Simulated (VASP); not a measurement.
BN, 4 atoms in the cell. It takes space group P6_3/mmc (No. 194, hexagonal). Conventional cell: a = 2.491 Å, b = 2.491 Å, c = 6.461 Å, α = 90.00°, β = 90.00°, γ = 120.00°. B (site symmetry -6m2) has 3 N at 1.44 Å as nearest neighbours. N (site symmetry -6m2) is surrounded by 3 B at 1.44 Å. 

| Item | Value |
| --- | --- |
| Program | VASP 6.6.1 |
| Task | band structure |
| Functional | LDA |
| Potentials or basis | VASP PAW LDA potentials, release 64 (B, N) |
| Cutoff | 520 eV |
| k mesh | 15 × 15 × 6 |
| Occupations | gaussian, width 0.02 eV |
| Spin | no spin polarisation |
| Further INCAR settings | ALGO = Fast; EDIFF = 1e-07 |

Potentials or basis: VASP PAW LDA potentials, release 64 (B, N).

The run is started by

```console
$ cat potpaw_LDA.64/B/POTCAR potpaw_LDA.64/N/POTCAR > POTCAR
$ cp INCAR.step1 INCAR
$ cp KPOINTS.step1 KPOINTS
$ mpirun -np 1 vasp_std > vasp.out
$ cp INCAR.step2 INCAR
$ cp KPOINTS.step2 KPOINTS
$ mpirun -np 1 vasp_std > vasp.out
```

Hardware: 1 thread of Intel(R) Xeon(R) 6975P-C (Granite Rapids), on a shared host.

Q: Estimate the wall time of this run.

A: Run time: 30 s on 1 thread of Intel(R) Xeon(R) 6975P-C (Granite Rapids), with other jobs on the host, peak memory 0.15 GiB. Counts: scf iterations 9, k points 90.
